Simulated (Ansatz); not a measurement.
# SnO: an axial (c/a) deformation path

An exercise on one series of results from a longer session: the logs are not shown, and one member is left open.

Program: Ansatz 0.2.0. Level of theory: DFT r2SCAN, scalar-relativistic, plane waves, PAW. These are calculated values, not measurements.

## Starting point

Symmetry: Pmn2_1, No. 31, orthorhombic system. The conventional cell has a = 3.355 Å, b = 5.674 Å, c = 4.222 Å, α = 90.00°, β = 90.00°, γ = 90.00°. Around Sn (site symmetry m) lie 3 O at 2.15 to 2.16 Å. O (site symmetry m) has 3 Sn at 2.15 to 2.16 Å as nearest neighbours.

Structure file:

```cif
data_structure
_symmetry_space_group_name_H-M 'P 1'
_symmetry_Int_Tables_number 1
_cell_length_a 3.3550
_cell_length_b 5.6741
_cell_length_c 4.2220
_cell_angle_alpha 90.000
_cell_angle_beta 90.000
_cell_angle_gamma 90.000
_cell_volume 80.37
loop_
_atom_site_label
_atom_site_type_symbol
_atom_site_fract_x
_atom_site_fract_y
_atom_site_fract_z
_atom_site_occupancy
Sn1 Sn 0.00000 0.23191 0.51314 1
Sn2 Sn 0.50000 0.76809 0.01314 1
O1 O 0.00000 0.89125 0.73686 1
O2 O 0.50000 0.10875 0.23686 1
```

Source of the structure: the Materials Project (structure only).

The first run:

Contents of input.yaml:

```yaml
crystal:
  lattice:
    - [3.355005, 0.0, 0.0]
    - [0.0, 5.674104, 0.0]
    - [0.0, 0.0, 4.22197]
  atoms:
    - { symbol: Sn, position: [0.0, 0.231909, 0.513144] }
    - { symbol: Sn, position: [0.5, 0.768091, 0.013144] }
    - { symbol: O, position: [0.0, 0.89125, 0.736857] }
    - { symbol: O, position: [0.5, 0.10875, 0.236857] }
basis:
  ecutwfc: 300.0
kpoints:
  mp_grid: { grid: [6, 4, 4] }
hamiltonian:
  xc: r2scan
scf:
  occupations: { method: gaussian, width: 0.1 }
output:
  forces: true
  stress: true
  eigenvalues: true
```

Run with:

```sh
> ansatz run input.yaml --threads 1 --pin off --max-ram 2560MiB --backend cpu --events-out ev --progress --plain --runs-dir out
```

Steps of the session up to this table: Quick check of gap, pressure and forces; The undisturbed cell; ρ = 0.850; At ρ = 1.200; At ρ = 0.920; ρ = 1.100; Point ρ = 0.960; Point ρ = 1.050; ρ = 0.800; ρ = 1.300.

One table of the session follows, with a row left open; its other results are not shown here.

| ρ | ΔE (meV/atom) | pressure (GPa) | gap on the mesh (eV) |
| --- | --- | --- | --- |
| 0.800 | 73.5 | -7.1 | 1.73 |
| 0.850 | 43.1 | -6.0 | 1.86 |
| 0.920 | 14.1 | -4.6 | 1.92 |
| 0.960 | 4.4 | -3.8 | 1.92 |
| 1.000 | 0.0 | -3.2 | 1.96 |
| 1.050 | ? | ? | ? |
| 1.100 | 3.8 | -2.0 | 1.88 |
| 1.200 | 30.7 | -1.3 | 1.59 |
| 1.300 | 74.6 | -1.1 | 1.30 |

**Question.** Estimate the row for ρ = 1.050.

Worked estimate for «ΔE (meV/atom)». A straight line through the neighbours (1.000, 0.0) and (1.100, 3.8) gives 0.0 + (3.8 − 0.0) × (1.050 − 1.000) / (1.100 − 1.000) = 1.9; a parabola fitted to 4 rows on both sides gives -1.0.

**Answer.** ΔE (meV/atom): -1.4; pressure (GPa): -2.5; gap on the mesh (eV): 1.94. In «ΔE (meV/atom)» the line misses by +3.3 and the parabola by +0.4.

To keep in mind: Layers here are held mostly by dispersion, which this level lacks, so their spacing and the stiffness across them are unreliable there. Warnings in the runs' records: cutoff below recommended.
